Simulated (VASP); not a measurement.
# Zr (Im-3m) in VASP: a series of runs, part 2 of 2

VASP 6.6.1.

## (3) Relaxation of cell and atoms, r2SCAN

File INCAR:

```
SYSTEM = Zr
PREC = Accurate
ENCUT = 600
EDIFF = 1E-7
ISMEAR = 1
SIGMA = 0.1
LREAL = .FALSE.
LASPH = .TRUE.
NELM = 100
ALGO = Normal
ISIF = 3
LWAVE = .FALSE.
LCHARG = .FALSE.
METAGGA = R2SCAN
LMIXTAU = .TRUE.
IBRION = 2
NSW = 60
EDIFFG = -0.02
```

File KPOINTS:

```
Automatic mesh
0
G
  10 10 10
  0 0 0
```

File POSCAR:

```
Zr
1.0
   -1.8100000000      1.8100000000      1.8100000000
    1.8100000000     -1.8100000000      1.8100000000
    1.8100000000      1.8100000000     -1.8100000000
Zr
1
Direct
    0.0000000000      0.0000000000      0.0000000000
```

Potentials or basis: VASP PAW PBE potentials, release 64 (Zr_sv).

Command:

```console
> cat potpaw_PBE.64/Zr_sv/POTCAR > POTCAR
> mpirun -np 1 vasp_std > vasp.out
```

OUTCAR:

```text
SYSTEM = Zr
   PREC = Accurate
   ENCUT = 600
   EDIFF = 1E-7
   ISMEAR = 1
   LREAL = .FALSE.
   LASPH = .TRUE.
   NELM = 100
   ISIF = 3
   METAGGA = R2SCAN
   IBRION = 2
   NSW = 60
   EDIFFG = -0.02

 ion  position               nearest neighbor table
   1  0.000  0.000  0.000-

  LATTYP: Found a body centered cubic cell.
 ALAT       =     3.6200000000

  Lattice vectors:

 A1 = (  -1.8100000000,   1.8100000000,   1.8100000000)
 A2 = (   1.8100000000,  -1.8100000000,   1.8100000000)
 A3 = (   1.8100000000,   1.8100000000,  -1.8100000000)

Analysis of symmetry for initial positions (statically):
=====================================================================
 Subroutine PRICEL returns:
 Original cell was already a primitive cell.

 Routine SETGRP: Setting up the symmetry group for a
 body centered cubic supercell.

 Subroutine GETGRP returns: Found 48 space group operations
 (whereof 48 operations were pure point group operations)
 out of a pool of 48 trial point group operations.

The static configuration has the point symmetry O_h .

Analysis of symmetry for dynamics (positions and initial velocities):
=====================================================================
 Subroutine PRICEL returns:
 Original cell was already a primitive cell.

 Routine SETGRP: Setting up the symmetry group for a
 body centered cubic supercell.

 Subroutine GETGRP returns: Found 48 space group operations
 (whereof 48 operations were pure point group operations)
 out of a pool of 48 trial point group operations.

The dynamic configuration has the point symmetry O_h .

 Subroutine INISYM returns: Found 48 space group operations
 (whereof 48 operations are pure point group operations),
 and found     1 'primitive' translations

----------------------------------------------------------------------------------------

[... 122 lines left out ...]
 non-spin polarized calculation
 Methfessel and Paxton  Order N= 1 SIGMA  =   0.10
  energy-cutoff  :      600.00
  volume of cell :       23.72
 maximum number of plane-waves:       802
 NGX is ok and might be reduce to    28

--------------------------------------- Ionic step        1  -------------------------------------------

 number of electron      12.0000000 magnetization

 Free energy of the ion-electron system (eV)
  ---------------------------------------------------
  ext. energy  EPLUGINS =         0.00000000
  ---------------------------------------------------
  free energy    TOTEN  =       -22.62304008 eV

  energy without entropy =      -22.62398309  energy(sigma->0) =      -22.62335442

------------------------ aborting loop because EDIFF is reached ----------------------------------------

  FORCE on cell =-STRESS in cart. coord.  units (eV):
  Direction    XX          YY          ZZ          XY          YZ          ZX
  --------------------------------------------------------------------------------------
  -------------------------------------------------------------------------------------
  Total       -0.3792402     -0.3792402     -0.3792402      0.0000000     -0.0000000      0.0000000
  in kB      -25.6170590    -25.6170590    -25.6170590      0.0000000     -0.0000000      0.0000000
  external PRESSURE =     -25.6170590 kB  Pullay stress =       0.0000000 kB
[... 57 lines left out ...]
--------------------------------------- Ionic step        3  -------------------------------------------

 number of electron      12.0000000 magnetization

 Free energy of the ion-electron system (eV)
  ---------------------------------------------------
  ext. energy  EPLUGINS =         0.00000000
  ---------------------------------------------------
  free energy    TOTEN  =       -22.62892722 eV

  energy without entropy =      -22.62792707  energy(sigma->0) =      -22.62859384

 E-fermi :   8.9564     XC(G=0): -12.0302

 val. band max:        8.9292450196   @ k =   0.3000   0.2000   0.1000
 cond. band min:       8.9838238443   @ k =  -0.2000   0.3000   0.1000
 fundamental gap:      0.0545788247
 Fermi energy:         8.9564181939

 k-point     1 :       0.0000    0.0000    0.0000
  band No.  band energies     occupation
      1     -41.2914      2.00000
      2     -18.0716      2.00000
      3     -18.0716      2.00000
      4     -18.0716      2.00000
      5       3.1446      2.00000
      6      10.1986     -0.00000
      7      10.1986     -0.00000
      8      10.1986     -0.00000
      9      12.7659      0.00000
     10      12.7659      0.00000
[... 287 lines left out ...]
 k-point    24 :      -0.3000    0.3000    0.1000
  band No.  band energies     occupation
      1     -41.1662      2.00000
      2     -18.7655      2.00000
      3     -18.3249      2.00000
      4     -18.1553      2.00000
      5       5.7775      2.00000
      6       9.0498     -0.03376
      7       9.1423     -0.02458
      8      11.5844      0.00000
      9      12.9149      0.00000
     10      13.5983      0.00000

 [... further k-points ...]
[... 5 lines left out ...]
  --------------------------------------------------------------------------------------
  -------------------------------------------------------------------------------------
  Total       -0.0008217     -0.0008217     -0.0008217      0.0000000     -0.0000000     -0.0000000
  in kB       -0.0572901     -0.0572901     -0.0572901      0.0000000     -0.0000000     -0.0000000
  external PRESSURE =      -0.0572901 kB  Pullay stress =       0.0000000 kB
[... 16 lines left out ...]
  FREE ENERGIE OF THE ION-ELECTRON SYSTEM (eV)
  ---------------------------------------------------
  free  energy   TOTEN  =       -22.6289272236 eV

  energy  without entropy=      -22.6279270676  energy(sigma->0) =      -22.62859384

 reached required accuracy - stopping structural energy minimisation
```

Run time: 2.5 min. Hardware: 1 thread of AMD EPYC 9R45 (Zen 5), shared host; peak memory 0.15 GiB.

Results:

```
Free energy                            : -22.6289 eV
Relaxed volume                         : 22.98 Å³/atom
Relaxed cell                           : a = 3.102 Å, b = 3.102 Å, c = 3.102 Å, α = 109.47°, β = 109.47°, γ = 109.47°
Space group after relaxing (to 0.05 Å) : Im-3m (No. 229)
Energy gained by relaxing              : 5.9 meV/atom
Ionic steps                            : 3
Pressure after relaxing                : 0.0 GPa
Band gap on the k mesh                 : none (metal or under the smearing width)
```

The path:
```tsv
step	energy change (eV)	largest force (eV/Å)	pressure (GPa)	volume (Å³)
1	0.0000	0.0000	-2.56	23.72
2	-0.0028	0.0000	1.80	22.44
3	-0.0059	0.0000	-0.01	22.98
```

Final structure:
```yaml
crystal:
  lattice:
    - [-1.79101, 1.79101, 1.79101]
    - [1.79101, -1.79101, 1.79101]
    - [1.79101, 1.79101, -1.79101]
  atoms:
    - { symbol: Zr, position: [0.00000, 0.00000, 0.00000] }
```

Levels at points of the mesh, in eV from the Fermi level:
```csv
k point,band 3,band 4,band 5,band 6,band 7,band 8,band 9,band 10
"(0.00, 0.00, 0.00)",-27.03,-27.03,-5.81,1.24,1.24,1.24,3.81,3.81
"(0.50, 0.00, 0.00)",-27.36,-27.04,-3.03,-0.70,1.46,3.84,4.53,6.63
"(0.50, 0.50, 0.50)",-27.74,-27.74,-2.84,-2.84,5.92,5.92,5.92,7.81
```

Caveat: the PAW data sets were made with another functional, which shifts forces and pressure a little.

## (4) Relaxation of cell and atoms, LAK

File INCAR:

```
PREC = Accurate
ENCUT = 600
EDIFF = 1E-6
ISMEAR = 1
SIGMA = 0.1
LREAL = False
LASPH = True
NELM = 60
ALGO = Normal
ISIF = 3
LWAVE = False
LCHARG = False
METAGGA = LAK
LMIXTAU = True
IBRION = 2
NSW = 40
EDIFFG = -0.01
```

File KPOINTS:

```
regular mesh
0
Gamma
  10 10 10
```

POSCAR is that of step 3.

Command:

```console
> cat potpaw_PBE.64/Zr_sv/POTCAR > POTCAR
> mpirun -np 1 vasp_std > vasp.out
```

It took 2.8 min on 1 thread of AMD EPYC 9R45 (Zen 5), shared host; peak memory 0.15 GiB.

It converged, with:

```yaml
Free_energy: 15.7980 eV
Relaxed_volume: 24.60 Å³/atom
Relaxed_cell: a = 3.173 Å, b = 3.173 Å, c = 3.173 Å, α = 109.47°, β = 109.47°, γ = 109.47°
Space_group_after_relaxing_to_0.05_Å: Im-3m (No. 229)
Energy_gained_by_relaxing: 8.8 meV/atom
Ionic_steps: 3
Pressure_after_relaxing: 0.0 GPa
Band_gap_on_the_k_mesh: none (metal or under the smearing width)
```

The path:
| step | energy change (eV) | largest force (eV/Å) | pressure (GPa) | volume (Å³) |
| --- | --- | --- | --- | --- |
| 1 | 0.0000 | 0.0000 | 3.29 | 23.72 |
| 2 | -0.0016 | 0.0000 | -2.72 | 25.43 |
| 3 | -0.0088 | 0.0000 | -0.01 | 24.60 |

Final structure:
```
CELL_PARAMETERS angstrom
-1.83218 1.83218 1.83218
1.83218 -1.83218 1.83218
1.83218 1.83218 -1.83218
ATOMIC_POSITIONS crystal
Zr 0.00000 0.00000 0.00000
```

Levels at points of the mesh, in eV from the Fermi level:
```
           k point  band 3  band 4  band 5  band 6  band 7  band 8  band 9  band 10
(0.00, 0.00, 0.00)  -27.58  -27.58   -5.72    1.34    1.34    1.34    3.67     3.67
(0.50, 0.00, 0.00)  -27.84  -27.59   -2.81   -0.49    1.06    3.70    4.31     6.14
(0.50, 0.50, 0.50)  -28.14  -28.14   -2.59   -2.59    5.53    5.53    5.53     7.40
```

Caveat: the PAW data sets were made with another functional, which shifts forces and pressure a little. Zero-point motion and thermal expansion aren't in these numbers.

## (5) Relaxation of cell and atoms, r2SCAN+rVV10

File INCAR:

```
  ALGO = Normal
  BPARAM = 11.95
  CPARAM = 0.0093
  EDIFF = 1E-6
  EDIFFG = -0.01
  ENCUT = 600
  IBRION = 2
  ISIF = 3
  ISMEAR = 1
  IVDW_NL = 2
  LASPH = T
  LCHARG = F
  LMIXTAU = T
  LREAL = F
  LUSE_VDW = T
  LWAVE = F
  METAGGA = R2SCAN
  NELM = 100
  NSW = 60
  PREC = Accurate
  SIGMA = 0.1
```

File KPOINTS:

```
k-points
0
Gamma
  10 10 10
```

POSCAR is that of step 4.

Command:

```console
> cat potpaw_PBE.64/Zr_sv/POTCAR > POTCAR
> mpirun -np 1 vasp_std > vasp.out
```

It took 3.1 min on 1 thread of AMD EPYC 9R45 (Zen 5), shared host; peak memory 0.25 GiB.

The run converged. Its results:

* Free energy: -22.4153 eV
* Relaxed volume: 22.73 Å³/atom
* Relaxed cell: a = 3.091 Å, b = 3.091 Å, c = 3.091 Å, α = 109.47°, β = 109.47°, γ = 109.47°
* Space group after relaxing (to 0.05 Å): Im-3m (No. 229)
* Energy gained by relaxing: 10.2 meV/atom
* Ionic steps: 3
* Pressure after relaxing: 0.0 GPa
* Band gap on the k mesh: none (metal or under the smearing width)

The path:
```tsv
step	energy change (eV)	largest force (eV/Å)	pressure (GPa)	volume (Å³)
1	0.0000	0.0000	-3.28	23.72
2	-0.0058	0.0000	2.14	22.09
3	-0.0102	0.0000	0.01	22.73
```

Final structure:
```cif
data_structure
_symmetry_space_group_name_H-M 'P 1'
_symmetry_Int_Tables_number 1
_cell_length_a 3.0910
_cell_length_b 3.0910
_cell_length_c 3.0910
_cell_angle_alpha 109.471
_cell_angle_beta 109.471
_cell_angle_gamma 109.471
_cell_volume 22.73
loop_
_atom_site_label
_atom_site_type_symbol
_atom_site_fract_x
_atom_site_fract_y
_atom_site_fract_z
_atom_site_occupancy
Zr1 Zr 0.00000 0.00000 0.00000 1
```

Levels at points of the mesh, in eV from the Fermi level:
```csv
k point,band 2,band 3,band 4,band 5,band 6,band 7,band 8,band 9,band 10
"(0.00, 0.00, 0.00)",-26.97,-26.97,-26.97,-5.84,1.25,1.25,1.25,3.85,3.85
"(0.50, 0.00, 0.00)",-28.06,-27.31,-26.98,-3.07,-0.73,1.50,3.89,4.59,6.72
"(0.50, 0.50, 0.50)",-27.71,-27.71,-27.71,-2.90,-2.90,6.01,6.01,6.01,7.89
```

Caveat: the PAW data sets were made with another functional, which shifts forces and pressure a little.

## (6) For comparison

An earlier run on the cell as given: functional PBE; potentials or basis VASP PAW PBE potentials, release 64 (Zr_sv); cutoff 520 eV; k mesh 10 × 10 × 10; occupations fermi-dirac, width 0.05 eV; no spin polarisation.

- Pressure: -3.3 GPa
- Band gap on the k mesh: none (metal or under the smearing width)

## (7) The runs side by side

| task | level | cell | cutoff (eV) | smearing | gap on the mesh (eV) | pressure (GPa) | relaxed volume (Å³/atom) |
| --- | --- | --- | --- | --- | --- | --- | --- |
| relaxation of cell and atoms | AM05 | relaxed | 600 | fermi-dirac 0.05 eV | none | 0.0 | 21.80 |
| relaxation of cell and atoms | r2SCAN | relaxed | 600 | methfessel-paxton 0.1 eV | none | 0.0 | 22.98 |
| relaxation of cell and atoms | LAK | relaxed | 600 | methfessel-paxton 0.1 eV | none | 0.0 | 24.60 |
| relaxation of cell and atoms | r2SCAN+rVV10 | relaxed | 600 | methfessel-paxton 0.1 eV | none | 0.0 | 22.73 |
| single point | PBE | as given | 520 | fermi-dirac 0.05 eV | none | -3.3 | - |

Alike in all rows: potentials or basis VASP PAW PBE potentials, release 64 (Zr_sv); no spin polarisation; k mesh 10 × 10 × 10.

Caveats: the PAW data sets were made with another functional, which shifts forces and pressure a little (some runs).

Total energies depend on the potentials used, so only differences within one code and one set of settings carry meaning.
